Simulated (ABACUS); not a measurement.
# AlN (P6_3mc) in ABACUS: notebook, part 2 of 2

ABACUS 3.10.1.

### Step 3. Equation of state, PBE, 9.82 Å³/atom (volume scaled by 0.94)

The input, run_abacus.py:

```python
"""ABACUS run from a structure file: ASE reads it, the script writes STRU, KPT and INPUT."""
import re
import subprocess
from ase.io import read
from ase.units import Bohr

atoms = read("POSCAR")
atoms = atoms[(-atoms.numbers).argsort(kind="stable")]  # ABACUS lists atoms element by element
pseudo = {'Al': 'Al.upf', 'N': 'N.upf'}
orbital = {'Al': 'Al_confined-atom_8au_3s3p2d1f.orb', 'N': 'N_confined-atom_6au_3s3p2d1f.orb'}
magmoms = None
kmesh = [9, 9, 6]
params = {
    'suffix': 'AlN',
    'calculation': 'scf',
    'basis_type': 'lcao',
    'pseudo_dir': './',
    'orbital_dir': './',
    'symmetry': 1,
    'dft_functional': 'pbe',
    'ecutwfc': 100,
    'pseudo_rcut': 10,
    'nspin': 1,
    'nbands': 12,
    'ks_solver': 'genelpa',
    'smearing_method': 'fd',
    'smearing_sigma': 0.00367493,
    'scf_thr': 1e-07,
    'scf_nmax': 100,
    'mixing_type': 'broyden',
    'mixing_beta': 0.7,
    'cal_force': 1,
    'cal_stress': 1,
    'out_mul': 1,
}

symbols = atoms.get_chemical_symbols()
elements = list(dict.fromkeys(symbols))
lines = ["ATOMIC_SPECIES"] + [f"{e} {atoms.get_masses()[symbols.index(e)]:.4f} {pseudo[e]}" for e in elements]
if orbital:
    lines += ["", "NUMERICAL_ORBITAL"] + [orbital[e] for e in elements]
lines += ["", "LATTICE_CONSTANT", f"{1 / Bohr:.10f}", "", "LATTICE_VECTORS"]
lines += [" ".join(f"{x:.10f}" for x in v) for v in atoms.cell]
lines += ["", "ATOMIC_POSITIONS", "Direct"]
for e in elements:
    lines += ["", e, "0.0", str(symbols.count(e))]
    for i, p in enumerate(atoms.get_scaled_positions(wrap=False)):
        if symbols[i] == e:
            mag = "" if magmoms is None else " mag " + " ".join(str(x) for x in (magmoms[i] if isinstance(magmoms[i], list) else [magmoms[i]]))
            lines.append(" ".join(f"{x:.10f}" for x in p) + " 1 1 1" + mag)
open("STRU", "w").write("\n".join(lines) + "\n")
open("KPT", "w").write("K_POINTS\n0\nGamma\n%d %d %d 0 0 0\n" % tuple(kmesh))
open("INPUT", "w").write("INPUT_PARAMETERS\n" + "".join(f"{k:<20s}{v}\n" for k, v in params.items()))

done = subprocess.run(['mpirun', '-np', '4', 'abacus'])
if done.returncode:
    raise SystemExit(done.returncode)
log = open("OUT.AlN/running_scf.log").read()
print("final energy (eV):", re.findall(r"FINAL_ETOT_IS (\S+)", log))
```

The input, POSCAR:

```
AlN
1.0
    3.0494515564      0.0000000000      0.0000000000
   -1.5247257782      2.6409025155      0.0000000000
    0.0000000000      0.0000000000      4.8793184075
Al N
2 2
Direct
    0.6666666667      0.3333333333      0.5000000000
    0.3333333333      0.6666666667      0.0000000000
    0.6666666667      0.3333333333      0.8800000000
    0.3333333333      0.6666666667      0.3800000000
```

Potentials or basis: PseudoDojo NC SR 0.5 PBE standard, TZDP LCAO (the cutoffs set its grid).

Command:

```sh
OMP_NUM_THREADS=1 python run_abacus.py > log
```

running log:

```text
ABACUS v3.10.1

               Atomic-orbital Based Ab-initio Computation at UStc

 ------------------------------------------------------------------------------------

 READING GENERAL INFORMATION
                           global_out_dir = OUT.AlN/
                           global_in_card = INPUT
                               pseudo_dir = ./
                              orbital_dir = ./
                                    DSIZE = 4
                                    GSIZE = 1
[... 5 lines left out ...]

 READING ATOM TYPE 1
                               atom label = Al
                      L=0, number of zeta = 3
                      L=1, number of zeta = 3
                      L=2, number of zeta = 2
[... 459 lines left out ...]
      10        16.4178    1.80774e-64
      11        17.1039    1.98574e-70
      12        17.3530    1.36035e-72

[... levels at 42 further k points ...]

 correction force for each atom along direction 1 is -0.00507164
 correction force for each atom along direction 2 is 0.00403597
 correction force for each atom along direction 3 is 3.21672e-06
------------------------------------------------------------------------------------------
 TOTAL-FORCE (eV/Angstrom)
------------------------------------------------------------------------------------------
                       Al1         0.0000000000         0.0000000000        -0.1743724467
                       Al2         0.0000000000         0.0000000000        -0.1743724467
                        N1         0.0000000000         0.0000000000         0.1743724467
                        N2         0.0000000000         0.0000000000         0.1743724467
------------------------------------------------------------------------------------------

----------------------------------------------------------------
 TOTAL-STRESS (KBAR)
----------------------------------------------------------------
       178.4416859006         0.0000000000         0.0000000000
         0.0000000000       178.4416858941         0.0000000000
         0.0000000000        -0.0000000000       189.2118490990
----------------------------------------------------------------
 TOTAL-PRESSURE: 182.031740 KBAR

 --------------------------------------------
 !FINAL_ETOT_IS -696.0071020855082224 eV
 --------------------------------------------
```

Run time: 11 s. Hardware: 4 MPI ranks of AMD EPYC 9R45 (Zen 5), shared host; peak memory 0.64 GiB.

Results:

```
Free energy            : -696.0071 eV
Pressure               : 18.2 GPa
Largest force          : 0.174 eV/Å
Band gap on the k mesh : 4.78 eV, direct
Mulliken charges       : Al -0.34, -0.35; N +0.34, +0.35 e
```

Caveat: the atomic orbitals were generated for these runs and aren't a published set; Mulliken charges move with the basis; an odd mesh through Γ misses points on the zone boundary, where band edges often lie; the basis of atomic orbitals isn't converged, which shifts pressures, moduli and gaps.

### Step 4. Equation of state, PBE, 10.24 Å³/atom (volume scaled by 0.98)

run_abacus.py is that of step 3.

The input, POSCAR:

```
AlN
1.0
    3.0921067530      0.0000000000      0.0000000000
   -1.5460533765      2.6778429994      0.0000000000
    0.0000000000      0.0000000000      4.9475694625
Al N
2 2
Direct
    0.6666666667      0.3333333333      0.5000000000
    0.3333333333      0.6666666667      0.0000000000
    0.6666666667      0.3333333333      0.8800000000
    0.3333333333      0.6666666667      0.3800000000
```

Command:

```sh
OMP_NUM_THREADS=1 python run_abacus.py > log
```

It took 11 s on 4 MPI ranks of AMD EPYC 9R45 (Zen 5), shared host; peak memory 0.64 GiB.

The run converged. Its results:

* Free energy: -696.1416 eV
* Pressure: 7.9 GPa
* Largest force: 0.137 eV/Å
* Band gap on the k mesh: 4.41 eV, direct
* Mulliken charges: Al -0.27, -0.28; N +0.27, +0.28 e

Caveat: the atomic orbitals were generated for these runs and aren't a published set; Mulliken charges move with the basis; an odd mesh through Γ misses points on the zone boundary, where band edges often lie; the basis of atomic orbitals isn't converged, which shifts pressures, moduli and gaps.

### Step 5. Equation of state, PBE, 10.66 Å³/atom (volume scaled by 1.02)

run_abacus.py is that of step 4.

The input, POSCAR:

```
AlN
1.0
    3.1336164949      0.0000000000      0.0000000000
   -1.5668082474      2.7137914903      0.0000000000
    0.0000000000      0.0000000000      5.0139877163
Al N
2 2
Direct
    0.6666666667      0.3333333333      0.5000000000
    0.3333333333      0.6666666667      0.0000000000
    0.6666666667      0.3333333333      0.8800000000
    0.3333333333      0.6666666667      0.3800000000
```

Command:

```sh
OMP_NUM_THREADS=1 python run_abacus.py > log
```

It took 11 s on 4 MPI ranks of AMD EPYC 9R45 (Zen 5), shared host; peak memory 0.64 GiB.

The run converged. Its results:

- Free energy: -696.1786 eV
- Pressure: -0.5 GPa
- Largest force: 0.104 eV/Å
- Band gap on the k mesh: 4.06 eV, direct
- Mulliken charges: Al -0.21; N +0.21 e

Caveat: the atomic orbitals were generated for these runs and aren't a published set; Mulliken charges move with the basis; an odd mesh through Γ misses points on the zone boundary, where band edges often lie; the basis of atomic orbitals isn't converged, which shifts pressures, moduli and gaps.

### Step 6. Equation of state, PBE, 11.08 Å³/atom (volume scaled by 1.06)

run_abacus.py is that of step 5.

The input, POSCAR:

```
AlN
1.0
    3.1740547162      0.0000000000      0.0000000000
   -1.5870273581      2.7488120173      0.0000000000
    0.0000000000      0.0000000000      5.0786914685
Al N
2 2
Direct
    0.6666666667      0.3333333333      0.5000000000
    0.3333333333      0.6666666667      0.0000000000
    0.6666666667      0.3333333333      0.8800000000
    0.3333333333      0.6666666667      0.3800000000
```

Potentials or basis: PseudoDojo NC SR 0.5 PBE standard, TZDP LCAO (the cutoffs set its grid).

Command:

```sh
OMP_NUM_THREADS=1 python run_abacus.py > log
```

Run time: 11 s. Hardware: 4 MPI ranks of AMD EPYC 9R45 (Zen 5), shared host; peak memory 0.64 GiB.

It converged, with:

```yaml
Free_energy: -696.1360 eV
Pressure: -7.4 GPa
Largest_force: 0.075 eV/Å
Band_gap_on_the_k_mesh: 3.73 eV, direct
Mulliken_charges: Al -0.15; N +0.15 e
```

Caveat: the atomic orbitals were generated for these runs and aren't a published set; Mulliken charges move with the basis; the basis of atomic orbitals isn't converged, which shifts pressures, moduli and gaps.

### Step 7. Equation of state, PBE

Potentials or basis: PseudoDojo NC SR 0.5 PBE standard, TZDP LCAO (the cutoffs set its grid).

No new run: the results of the series are fitted here.

What came out:

```yaml
Equilibrium_volume: 10.63 Å³/atom
Bulk_modulus_at_fixed_shape_and_positions: 196 GPa
Pressure_derivative_of_the_bulk_modulus: "4.1 (rough: it moves with the points fitted)"
```

Energy against volume, from the lowest point:
```
volume (Å³/atom)  energy (meV/atom)
           9.824              42.87
          10.242               9.26
          10.660               0.00
          11.078              10.65
```

Caveat: the atomic orbitals were generated for these runs and aren't a published set; the cell was scaled at fixed shape and fractional positions, which overstates the stiffness of a crystal with free parameters, most of all of layers and chains; the basis of atomic orbitals isn't converged, which shifts pressures, moduli and gaps.

### Step 8. Against experiment

Step 2. Against the measured gap of AlN, 6.0343 eV (an exciton energy, a little under the gap; 0 K; quoted in “Structural and optical properties of self-assembled AlN nanowires grown on SiO2/Si substrates by molecular beam epitaxy”, 2024, arxiv:2402.00216), the calculated 4.23 eV is off by -1.80 eV. 2 values of this kind are on record (6.034 to 6.0343 eV); this one was drawn at random. The value is that of PBE in an atomic basis (PseudoDojo NC SR 0.5 PBE standard, TZDP LCAO (the cutoffs set its grid)), whose error adds to the functional's,, without temperature or zero-point motion. Semilocal functionals fall short of measured gaps as a rule.
